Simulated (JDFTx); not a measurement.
Crystal: InPd.

```
In Pd
1.0
     3.27188    0.00000    0.00000
     0.00000    3.27188    0.00000
     0.00000    0.00000    3.27188
In Pd
1 1
Direct
  0.00000 0.00000 0.00000
  0.50000 0.50000 0.50000
```

The cell comes from a database or a generator and needn't be the stable form of this composition.

Base run:

* Program: JDFTx 1.7.0 (patched build)
* Functional: PBE
* Potentials or basis: PseudoDojo-SR-PBE-0.5-standard with smoothed tails
* Cutoff: 1116 eV
* Density cutoff: 8925 eV
* k mesh: 8 × 8 × 8
* Occupations: fermi-dirac, width 0.05 eV
* Spin: no spin polarisation
* Hubbard terms: Pd d U = 2 eV

Its results: band gap on the k mesh none (metal or under the smearing width); pressure 3.2 GPa.

Problem. The run is repeated on the same cell with these changes: hubbard terms from Pd d U = 2 eV to Pd d U = 6 eV. What comes out?

Solution. Band gap on the k mesh none (metal or under the smearing width); pressure 2.7 GPa.

Caveats: this set's palladium file may shift the pressure by some GPa; the empty levels aren't tightly converged; U without spin polarisation on a metal has little footing; the U is typed as a test and isn't derived for this compound.
